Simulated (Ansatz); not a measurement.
Au: single point with PBEsol

The system is Au.

```xyz
1
Lattice="0.0595 2.0328 2.0239 2.0628 0.0301 2.0533 2.0741 2.0734 0.0189" Properties=species:S:1:pos:R:3 pbc="T T T"
Au    0.0297    0.0344   -0.0121
```

The cell isn't the ideal one: cell strained at random at fixed volume.

* Program: Ansatz 0.2.0
* Task: single point
* Functional: PBEsol
* Potentials or basis: all-electron LAPW, scalar-relativistic
* Cutoff: 259 eV (chosen from the basis error)
* Basis error allowed: 0.001 eV/atom
* k mesh: 11 × 11 × 11
* Occupations: fermi-dirac, width 0.05 eV
* Spin: no spin polarisation

| Quantity | Value |
| --- | --- |
| Pressure | 1.9 GPa |
| Band gap on the k mesh | none (metal or under the smearing width) |

Stress tensor (GPa, compression positive):
```
 1.97 -1.99 -1.45
-1.99  1.82  0.23
-1.45  0.23  1.78
```

Levels at points of the mesh, in eV from the Fermi level:
```
           k point  band 20  band 21  band 22  band 23  band 24  band 25
(0.00, 0.00, 0.00)    -4.52    -3.17    -3.12    14.37    17.84    18.43
```

It took 2.4 min on 1 thread of Intel(R) Xeon(R) Platinum 8175M CPU @ 2.50GHz (Skylake/Cascade Lake) (shared host), peak memory 0.94 GiB.

Spin-orbit coupling is left out, which matters for the levels of Au.
